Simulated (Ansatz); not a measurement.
# Ti: an elastic constant from a strain scan

The calculation used Ansatz, DFT PBE, scalar-relativistic, plane waves, PAW. Settings: plane waves to 420 eV, k-mesh 26×26×26 (Γ-centred), Gaussian smearing 0.15 eV. No spin polarisation. Energies are free energies at this smearing, counted from the undisturbed cell; pressure is positive in compression.

The starting cell (relaxed at this level; with this scan's settings it stands at 0.1 GPa; this bcc form isn't the usual structure):

```xyz
1
Lattice="-1.6278 1.6278 1.6278 1.6278 -1.6278 1.6278 1.6278 1.6278 -1.6278" Properties=species:S:1:pos:R:3 pbc="T T T"
Ti    0.0000    0.0000    0.0000
```

The cell is strained by ε times the Voigt pattern (0, 1, 0, 0, 0, 0) (xx, yy, zz, yz, xz, xy; engineering shear) with fractional coordinates fixed. The cell holds 1 atom in V0 = 17.25 Å³. The stress column is τ = (1/V0) dE/dε, got from the stress tensor σ (compression positive) at each point as −det(1 + εP) σ : P(1 + εP)⁻¹, with P the pattern as a tensor.

| ε | ΔE (meV/atom) | τ (GPa) |
| --- | --- | --- |
| -0.1000 | 57.846 | -11.985 |
| -0.0750 | 31.104 | -8.082 |
| -0.0500 | 13.501 | -5.095 |
| -0.0250 | 3.370 | -2.471 |
| 0.0000 | 0.000 | -0.075 |
| 0.0250 | 2.723 | 2.049 |
| 0.0500 | 10.782 | 3.892 |
| 0.0750 | 23.448 | 5.479 |
| 0.0875 | 31.307 | 6.191 |
| 0.1000 | ? | ? |

Problem. Which combination of elastic constants does this scan measure, and how large is it?

Solution. For small ε, τ = τ0 + Kε with K = pᵀCp, which for this pattern is C11 in the cubic axes. The parabola through τ at ε = -0.0250, 0 and 0.0250 has slope K = 90 GPa at zero. The energies per cell, E = NΔE, of the same two points give K = 2[E(ε₊)/ε₊ − E(ε₋)/ε₋]/[(ε₊ − ε₋)V0] = 91 GPa, in agreement.

Problem. Predict the withheld row at ε = 0.1000 from the harmonic law, and compare.

Solution. ΔE = V0(τ0 ε + Kε²/2)/N = 47.862 meV/atom and τ = 8.97 GPa. The calculation gives 40.096 meV/atom and 6.86 GPa: the energy lies 16 % below the harmonic value, as bonds soften when stretched.

In a metal these slopes depend on the k mesh and the smearing.

Cost: 10 runs of about 1.5 core-minutes in all, on AMD EPYC 7R13 Processor (Zen 3) (shared hosts).